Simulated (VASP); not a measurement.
Here is a VASP 6.6.1 calculation.

Contents of INCAR:

```
SYSTEM = MnS
PREC = Accurate ; ENCUT = 520
EDIFF = 1E-6 ; ISMEAR = 0
SIGMA = 0.05 ; LREAL = .FALSE.
LASPH = .TRUE. ; NELM = 150
ALGO = Fast ; ISIF = 2
LWAVE = .FALSE. ; LCHARG = .FALSE.
ISPIN = 2 ; MAGMOM = 4 -4 0 0
LORBIT = 11 ; LMAXMIX = 4
LDAU = .TRUE. ; LDAUTYPE = 2
LDAUL = 2 -1 ; LDAUU = 3 0
LDAUJ = 0 0 ; LDAUPRINT = 1
GGA = PS ; NBANDS = 31
```

The input KPOINTS:

```
regular mesh
0
G
  5 5 4
  0 0 0
```

POSCAR

```
MnS
1.0
    4.3056791600      0.0000000000      0.0000000000
    0.0000000000      4.3056791600      0.0000000000
    0.0000000000      0.0000000000      5.3605806400
Mn S
2 2
Direct
    0.0000000000      0.5000000000      0.0000000000
    0.5000000000      0.0000000000      0.5000000000
    0.0000000000      0.0000000000      0.2500000000
    0.0000000000      0.0000000000      0.7500000000
```

Potentials or basis: VASP PAW PBE potentials, release 64 (Mn_pv, S).

The run is started by

```bash
$ cat potpaw_PBE.64/Mn_pv/POTCAR potpaw_PBE.64/S/POTCAR > POTCAR
$ mpirun -np 1 vasp_std > vasp.out
```

Question: Estimate the pressure.

Answer: -2.4 GPa.

Question: Predict the net moment.

Answer: 0.00 μB per cell.

Stress tensor (GPa, compression positive):
```
-8.07  0.00  0.00
 0.00 -8.07  0.00
 0.00  0.00  8.85
```

Caveat: the PAW data sets were made with another functional, which shifts forces and pressure a little. The state reached can hang on the start; a lower one may exist.
